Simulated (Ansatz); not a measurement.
CoO under changes of volume

One of the cells (11.411 Å³/atom); the others are scaled copies at fixed shape and fractional positions:

```
CELL_PARAMETERS angstrom
1.60222 0.92504 2.56647
-1.60222 0.92504 2.56647
0.00000 -1.85008 2.56647
ATOMIC_POSITIONS crystal
Co 0.99898 0.99898 0.99898
O 0.75102 0.75102 0.75102
```

Measurements of this composition are mostly on another form, of space group No. 225.

```yaml
Program: Ansatz 0.2.0
Functional: PBE
Potentials_or_basis: Ansatz PAW
Cutoff: "420 eV (not typed: the program's choice for these potentials)"
k_mesh: 10 × 10 × 10
Occupations: fermi-dirac, width 0.05 eV
Spin: collinear spin, ferromagnetic start
Starting_moments: "[2.0, 0.0] μB"
```

```csv
volume (Å³/atom),energy over the lowest point (meV/atom),pressure (GPa),moment (μB per cell),largest force (eV/Å)
10.727,15.26,7.0,2.42,0.309
10.955,6.94,4.6,2.56,0.292
11.183,1.80,2.2,2.67,0.278
11.411,0.00,-0.1,2.76,0.260
11.640,1.57,-2.4,2.82,0.240
11.868,6.34,-4.6,2.87,0.219
12.096,?,?,?,?
```

Task: What does the run at 12.096 Å³/atom give?

Result: Energy over the lowest point 14.17 meV/atom; pressure -6.5 GPa; moment 2.91 μB per cell; largest force 0.200 eV/Å.

Worked out: A Birch-Murnaghan fit of order 3 (a polynomial in V^(-2/3)) to the other rows has its minimum at 11.42 Å³/atom with B0 = V·E''(V) = 117 GPa (rough, since the energies scatter) at fixed shape and positions, which overstates the stiffness. It gives 14.40 meV/atom at 12.096 Å³/atom, against the run's 14.17, and -dE/dV = -6.8 GPa, against -6.5. A parabola through the other rows of the moment, of slope 0.0337 μB per Å³/atom there, extrapolates to 2.89 μB, against the run's 2.91.

Energies are extrapolated to zero smearing.

Caveats: a cell with one magnetic atom can't hold antiferromagnetic order, which such compounds often take.
